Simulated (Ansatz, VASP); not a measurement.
TiCo: VASP beside Ansatz

The input INCAR:

```
  PREC = Accurate
  ENCUT = 520
  EDIFF = 1E-7
  ISMEAR = -1
  SIGMA = 0.05
  LREAL = F
  LASPH = T
  NELM = 100
  ALGO = Normal
  ISIF = 2
  LWAVE = F
  LCHARG = F
  ISPIN = 2
  MAGMOM = 2 1
  LORBIT = 11
  LMAXMIX = 4
  GGA = PS
  NBANDS = 22
```

KPOINTS

```
regular mesh
0
Gamma
  9 9 9
```

The input POSCAR:

```
TiCo
1.0
    2.9660693728      0.0000000000      0.0000000000
    0.0000000000      2.9660693728      0.0000000000
    0.0000000000      0.0000000000      2.9660693728
Co Ti
1 1
Direct
    0.5000000000      0.5000000000      0.5000000000
    0.0000000000      0.0000000000      0.0000000000
```

input.yaml

```yaml
crystal:
  lattice:
    - [2.9660693728, 0.0, 0.0]
    - [0.0, 2.9660693728, 0.0]
    - [0.0, 0.0, 2.9660693728]
  atoms:
    - { symbol: Co, position: [0.5, 0.5, 0.5], spin: 2.0 }
    - { symbol: Ti, position: [0.0, 0.0, 0.0], spin: 1.0 }
hamiltonian:
  xc: pbesol
  pseudopotentials: { kind: paw }
magnetization:
  spin_polarized: true
kpoints:
  mp_grid: { grid: [9, 9, 9] }
scf:
  occupations: { method: fermi_dirac, width: 0.05 }
output:
  forces: true
  stress: true
  eigenvalues: true
```

Change from the starting cell: volume scaled by 0.98.

Alike in both runs: task single point; functional PBEsol; k mesh 9 × 9 × 9; occupations fermi-dirac, width 0.05 eV; collinear spin, ferromagnetic start.

|  | VASP | Ansatz |
| --- | --- | --- |
| version | VASP 6.6.1 | Ansatz 0.2.0 |
| potentials or method | VASP PAW PBE potentials, release 64 (Co, Ti_sv) | Ansatz PAW |
| plane-wave cutoff (eV) | 520 | 420 |
| valence electrons in the cell | 21 | 29 |

Ansatz gave:

- gap on the k mesh at the Fermi level (eV): none
- pressure (GPa): -5.0
- net moment per atom (μB): 0.33
- size of the moment on the site where the two differ most (μB): 0.74

**Question.** Which values does VASP return?

**Answer.** gap on the k mesh at the Fermi level (eV): none; pressure (GPa): -5.5; net moment per atom (μB): 0.31; size of the moment on the site where the two differ most (μB): 0.69.

Site moments also hang on the region over which each program counts them. A gap of «none» marks a metal or a gap that the smearing closes. The two sets of potentials don't hold the same shells in valence.

Caveats: the PAW data sets were made with another functional, which shifts forces and pressure a little (VASP); the PAW data sets come from PBE, with cores solved anew for the run's functional, which leaves a small shift of forces and pressure (Ansatz).
